**Question: Several functionals agree on silicon's band gap. Can I trust the value?**

I need the band gap of silicon for a transistor channel model and have results from nine functionals for one and the same crystal cell:

Kohn–Sham DFT calculations with VASP 6.6.1 and PAW potentials for silicon in the diamond structure (two-atom cell, cubic edge 5.444 Å, same fixed geometry in every row). All runs use a plane-wave cutoff of 520 eV, an 8 × 8 × 8 k mesh and Fermi–Dirac smearing of 0.05 eV, without spin polarisation or spin–orbit coupling.

```csv
functional,potentials,gap on mesh (eV),direct gap on mesh (eV)
LDA,"VASP-PAW-LDA-potentials,-recommended",0.525,2.520
PBE,"VASP-PAW-PBE-potentials,-recommended",0.628,2.562
PBEsol,"VASP-PAW-PBE-potentials,-recommended",0.514,2.514
RPBE,"VASP-PAW-PBE-potentials,-recommended",0.683,2.567
BLYP,"VASP-PAW-PBE-potentials,-recommended",0.851,2.701
r2SCAN,"VASP-PAW-PBE-potentials,-recommended",0.825,2.755
MS2,"VASP-PAW-PBE-potentials,-recommended",1.110,3.243
SCAN,"VASP-PAW-PBE-potentials,-recommended",0.883,2.864
TB-mBJ,"VASP-PAW-PBE-potentials,-recommended",1.307,3.200
```

"Gap on mesh" is the distance from the highest filled to the lowest empty level anywhere on the mesh of k points. "Direct gap on mesh" is the smallest such distance at a single k point. For the direct gap LDA, PBE, PBEsol and RPBE give nearly the same number, which I took as a good sign. For the lowest gap TB-mBJ comes closest to what I remember from textbooks, apart from MS2. Is the agreement of the first four worth anything, and should I simply take the functional that hits the known gap?

**Answer**

Neither sign is safe. The four functionals agree because they share the same error, and a functional that hits one gap can still place the other empty levels wrongly. Both failures show up once you compare both gap columns with measured values.

**Agreement on a wrong value**

The direct gaps of LDA, PBE, PBEsol and RPBE lie within 0.05 eV of each other. The measured direct gap at the centre of the Brillouin zone, Γ, is roughly 3.4 eV (a recalled, rounded value), and the four fall short of it by 0.86 eV on average. The spread among them is thus some sixteen times smaller than their error. Had you used the spread as an error bar, you would have been badly misled.

The lowest gap fails too. Its measured value is roughly 1.2 eV, again recalled and rounded, and PBE gives 0.63 eV, about half of it. The mesh doesn't excuse this. Silicon's conduction band has its minimum between two mesh points on the line from Γ to X, so the mesh misses the lowest empty level and the printed gap can only be too large. A finer mesh would make the shortfall of PBE a little worse.

**What these functionals leave out**

The gap that matters for a device is the cost of taking an electron out of the crystal, less the energy regained when an electron is added to it elsewhere. PBE gives instead the distance between a filled and an empty orbital level of the crystal with its normal number of electrons. In exact Kohn–Sham theory the two differ. As soon as one electron too many is present, the exchange-correlation potential jumps up by a constant throughout the crystal, and this jump belongs to the true gap.

LDA and the GGAs have no such jump, and it is easy to see why. Their potential at a point depends only on the density there and on how the density varies nearby. One electron added to a large crystal spreads over all of it and changes the density at any point by next to nothing, so the potential hardly changes either. Changing the gradient correction, as one does in going from PBE to RPBE, cannot supply what this whole form of functional lacks. That is why the four can agree so well and be wrong together.

This part is theory; the table has no row in which only the jump is switched on. But the same argument holds for other semiconductors, where these functionals generally give gaps that are too small as well. In germanium, whose gap is smaller to begin with, they can close it altogether.

**What SCAN changes**

SCAN, r2SCAN and MS2 are meta-GGAs. Besides the density and its gradient they use the kinetic energy density, which measures how rapidly the occupied orbitals vary in space. The equation for the orbitals then gains a term that acts like additional kinetic energy. An orbital that varies rapidly pays more for it than a smooth one, so the functional no longer treats all orbitals through one common potential.

In silicon the filled states are bonding combinations, with density piled up between neighbouring atoms. The empty states just above them are largely antibonding. They change sign between the atoms and so are steep in the bonds, just where the bonding states are flat. The extra term is therefore expected to push them up more. In this way the orbital levels themselves take over a part of what a common potential would have to supply by its jump. From PBE to SCAN the direct gap grows by 0.30 eV, which removes about a third of PBE's shortfall.

The filled bands carry a trace of the same effect. At Γ the bottom of the valence band is a smooth, s-like bonding state, while its top is made of p orbitals and varies more. A kinetic-like penalty should drive the two apart, and the band energies of these runs show it: the valence band at Γ widens from 11.91 eV in PBE to 12.35 eV in SCAN. If SCAN had merely lifted all empty bands, this width would have stayed the same. The widening fits the explanation without proving it, because the rest of the potential changes as well.

**Why the lowest gap alone misleads**

By the lowest gap alone you could not always tell a meta-GGA from a GGA. BLYP, a GGA, gives 0.85 eV and r2SCAN 0.83 eV. In the direct gap the two kinds separate, with all three meta-GGAs above LDA and every GGA, if only by 0.05 eV at the closest point.

The improvement that BLYP brings is also of another sort. From PBE to BLYP the lowest gap rises by 0.22 eV but the direct gap by only 0.14 eV, whereas SCAN raises the direct gap more than the lowest one. BLYP thus lifts the conduction valley near X more than the empty level at Γ, and leaves most of the error at Γ in place. Why it acts more strongly on the valley cannot be read from these results.

There is a second warning in the pressure that the runs report for this cell, whose edge is close to the measured one. It is 1.3 GPa in PBE and 4.4 GPa in BLYP, so the BLYP crystal wants to expand considerably more. Among the four GGAs the lowest gap rises in the same order as this pressure, from PBEsol through PBE and RPBE to BLYP. Within this group, then, the better gap comes with the poorer crystal. (BLYP, like every row except LDA and PBE, was run with potentials made for another functional, here PBE, which may add some error of its own.)

**Why a hit with TB-mBJ is not enough**

TB-mBJ gives a lowest gap of 1.31 eV, the largest in the table and about 0.1 eV above the rough measured value. I would not read much into that excess, since the coarse mesh and the rounding of the reference both matter at this scale. Its direct gap, however, is still about 0.2 eV too small. MS2 has a lowest gap 0.20 eV below that of TB-mBJ and yet a slightly larger direct gap, so the two functionals rank differently depending on which column you read.

A useful number here is the direct gap less the lowest gap. In PBE and SCAN the band energies show that both gaps start from the same filled level, the top of the valence band at Γ, and I assume the same for the other rows. The difference is then the distance between two empty levels: the one at Γ and the valley near X. The rough measured gaps put it at 2.2 eV. The mesh makes the computed distances slightly too small, by much the same amount in every row. PBE gives 1.93 eV and TB-mBJ 1.89 eV, so TB-mBJ has doubled the lowest gap of PBE without improving this distance at all.

The reason lies in how TB-mBJ works. It uses one common potential for all orbitals, as PBE does, but reshapes it with a recipe whose constants were adjusted to measured gaps. The reshaped potential imitates the missing jump at the band edge. Nothing in the recipe ensures that the empty levels also keep the right distances from one another. Nor is the potential derived from an energy functional, so it gives no total energy with which to relax a structure or compare two crystals.

The same number tells you how far a common repair will take you, namely shifting all empty bands of PBE up by a constant. To bring the lowest gap to 1.2 eV the shift must be 0.57 eV, and the direct gap then becomes 2.56 + 0.57 = 3.13 eV. That is still almost 0.3 eV short of the rough measured value. A finer mesh would take off a little of this, since it lowers the PBE gap and so calls for a larger shift. The shift mends the band edge, where theory does call for a constant, but not the spacing of the levels above it.

**What the error does to a channel model**

For the channel the lowest gap matters most, because it sets how many electrons and holes heat alone creates. Their density in pure silicon, nᵢ, varies as

nᵢ ∝ exp(−E/2kT),

where E is the lowest gap, k Boltzmann's constant and T the temperature. The factor 2 appears because each excitation makes an electron and a hole together. I keep the number of states near the band edges fixed, so that only the gap changes.

At 300 K, 2kT is about 0.052 eV. The PBE gap is 0.57 eV too small, which is 11 times this energy, and exp(11) is about 60 000. That is nearly five powers of ten. Silicon's real gap at 300 K is about 0.1 eV smaller than the rough value used here, which brings the factor down towards four powers of ten. With the PBE gap your model would therefore contain four to five powers of ten too many thermal carriers. In a doped region the density of minority carriers goes as nᵢ², so the leakage they carry across a junction would be wrong by eight to ten powers of ten.

These are orders of magnitude, and there is no computed carrier density here to test them against. A change of 0.05 eV in the reference gap alone alters nᵢ by a factor of about 2.6. Yet that sensitivity is itself the practical lesson: even the 0.1 eV by which TB-mBJ and MS2 miss the rough value, one above and one below, matters for leakage. For silicon, put the measured gap at your working temperature into the device model, and use the calculation for what the measurement doesn't give you.

When you do need a computed band structure, compare both gaps with known values before choosing a functional. By that test MS2 comes out best balanced in this table, with both gaps somewhat too small and the distance between the empty levels close to the measured one. That is a finding for one crystal, and SCAN and r2SCAN, built from the same kind of ingredients, do clearly less well.
